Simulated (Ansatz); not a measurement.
Cs (fcc)

Level of theory: DFT, r²SCAN, scalar-relativistic, no spin polarisation; plane waves to 500 eV with PAW datasets (Ansatz 0.2.0), 10×10×10 k-mesh, Gaussian smearing of 0.05 eV. The datasets are Ansatz's generated set soft_2.

```
CELL_PARAMETERS angstrom
0.00000 3.96034 3.96034
3.96034 0.00000 3.96034
3.96034 3.96034 0.00000
ATOMIC_POSITIONS crystal
Cs 0.00000 0.00000 0.00000
```

At room temperature and ambient pressure Cs is bcc.

The cell is relaxed to zero pressure at this level.

Path: Γ–X–U | K–Γ–L–W–X, with Γ = (0.000, 0.000, 0.000), X = (0.500, 0.000, 0.500), U = (0.625, 0.250, 0.625), K = (0.375, 0.375, 0.750), L = (0.500, 0.500, 0.500), W = (0.500, 0.250, 0.750) in reciprocal vectors of the calculation's cell.

Q: Is it a metal or an insulator, and if it has a gap, where are the band edges on this path?

A: A metal: bands cross the Fermi level.

Levels between -4 and 2 eV from the Fermi level at the path's named points:
```tsv
point	below E_F (eV)	above E_F (eV)
Γ	-1.69	
X		0.36 1.21 1.35
U and K		0.69 1.04 1.31
L		0.10 0.63
W		0.80 1.25 1.25
```

With 9 valence electrons in the calculation's cell and no magnetic order, the bands, two electrons each, can't all be full or empty: band theory demands a metal.

No spin–orbit coupling, a notable omission for heavy elements.
